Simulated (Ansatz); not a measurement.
# Cr in Ansatz: the effect of fixed moment

Cr:

```
Cr
1.0
    -1.48445    1.48445    1.48445
     1.48445   -1.48445    1.48445
     1.48445    1.48445   -1.48445
Cr
1
Direct
  0.00000 0.00000 0.00000
```

Alike in all runs:

```yaml
Program: Ansatz 0.2.0
Task: single point
Functional: PBEsol
Potentials_or_basis: Ansatz PAW
Cutoff: "420 eV (not typed: the program's choice for these potentials)"
k_mesh: 10 × 10 × 10
Occupations: fermi-dirac, width 0.05 eV
```

```tsv
fixed moment	spin	starting moments	energy over the lowest run (meV/atom)	pressure (GPa)
0	collinear spin, program default start	-	0.0	-31.8
0.8	collinear spin, ferromagnetic start	[0.8] μB	230.6	-26.6
1.5	collinear spin, ferromagnetic start	[1.5] μB	?	?
2.2	collinear spin, ferromagnetic start	[2.2] μB	937.0	-2.9
3	collinear spin, ferromagnetic start	[3.0] μB	1407.9	17.2
3.8	collinear spin, ferromagnetic start	[3.8] μB	1944.5	40.3
4.5	collinear spin, ferromagnetic start	[4.5] μB	2779.9	66.3
6	collinear spin, ferromagnetic start	[6.0] μB	6946.5	130.5
```

**Question.** What does the run with fixed moment 1.5 give?

**Answer.** Energy over the lowest run 574.1 meV/atom; pressure -16.4 GPa.

Worked out: A parabola through the other rows of the energy over the lowest run, of slope 311 meV/atom per unit of fixed moment there, gives 171.4 meV/atom, against the run's 574.1. A parabola through the other rows of the pressure, of slope 16.4 GPa per unit of fixed moment there, gives -16.0 GPa, against the run's -16.4.

Caveats: the total moment is fixed, so each spin has its own Fermi level; the PAW data sets come from PBE, with cores solved anew for the run's functional, which leaves a small shift of forces and pressure; the thresholds are loose for stress; a pressure of tens of GPa on the cell as given is suspect, and the run, the potentials or the cell itself is likely at fault (some runs).
